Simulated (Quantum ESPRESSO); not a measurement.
Crystal: SiC (Moissanite).

```
CELL_PARAMETERS angstrom
3.07600 0.00000 0.00000
-1.53800 2.66389 0.00000
0.00000 0.00000 5.04800
ATOMIC_POSITIONS crystal
Si 0.66667 0.33333 0.50000
Si 0.33333 0.66667 0.00000
C 0.66667 0.33333 0.88500
C 0.33333 0.66667 0.38500
```

* Program: Quantum ESPRESSO 7.5
* Task: relaxation of cell and atoms
* Functional: AM05
* Dispersion: D4
* Potentials or basis: PseudoDojo 0.4.1 SR PBE standard
* Cutoff: 1116 eV
* Density cutoff: 4463 eV
* k mesh: 10 × 10 × 5
* Occupations: fermi-dirac, width 0.05 eV
* Spin: no spin polarisation

At the start: pressure -1.7 GPa; volume 10.34 Å³/atom.

Question: Where does the relaxation end?

Answer: Over 7 steps the energy falls by 9.5 meV/atom and the volume is 10.25 Å³/atom (-0.9 %); space group P6_3mc (No. 186, to 0.05 Å).

The path:
```csv
step,energy change (eV),largest force (eV/Å),pressure (GPa),volume (Å³)
1,0.0000,0.7492,-1.67,41.36
2,-0.0263,0.4138,-1.63,41.32
3,-0.0370,0.0614,-1.16,41.21
4,-0.0375,0.0059,-1.03,41.19
5,-0.0378,0.0229,-0.68,41.12
6,-0.0381,0.0251,-0.13,41.02
7,-0.0381,0.0087,0.02,40.99
```

Final structure:
```
Si C
1.0
     3.06756    0.00000    0.00000
    -1.53378    2.65659    0.00000
     0.00000    0.00000    5.03022
Si C
2 2
Direct
  0.66667 0.33333 0.50451
  0.33333 0.66667 0.00451
  0.66667 0.33333 0.88049
  0.33333 0.66667 0.38049
```

Caveat: the potentials were made for another functional, which shifts forces and pressure.
